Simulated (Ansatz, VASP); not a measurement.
## BN in VASP and in Ansatz

```
N B
1.0
     1.22558    0.70759    3.30408
    -1.22558    0.70759    3.30408
     0.00000   -1.41518    3.30408
N B
1 1
Direct
  0.66724 0.66724 0.66724
  0.00033 0.00033 0.00033
```

Change from the starting cell: volume scaled by 0.94.

Alike in both runs: task single point; functional LDA; k mesh 12 × 12 × 12; occupations fermi-dirac, width 0.05 eV; no spin polarisation.

|  | VASP | Ansatz |
| --- | --- | --- |
| version | VASP 6.6.1 | Ansatz 0.2.0 |
| potentials or method | VASP PAW LDA potentials, release 64 (N, B), cutoff 520 eV | all-electron LAPW, scalar-relativistic |

```tsv
	VASP	Ansatz	Ansatz less VASP
gap on the k mesh at the Fermi level (eV)	4.16	4.17	+0.010
least direct gap on the mesh (eV)	4.70	4.71	+0.006
pressure (GPa)	12.4	12.0	-0.33
largest component of the traceless stress (GPa)	13.13	12.62	-0.505
```

Ansatz ran all-electron here, so the differences hold the error of VASP's frozen core and of both bases.

A k mesh can miss the band edges.
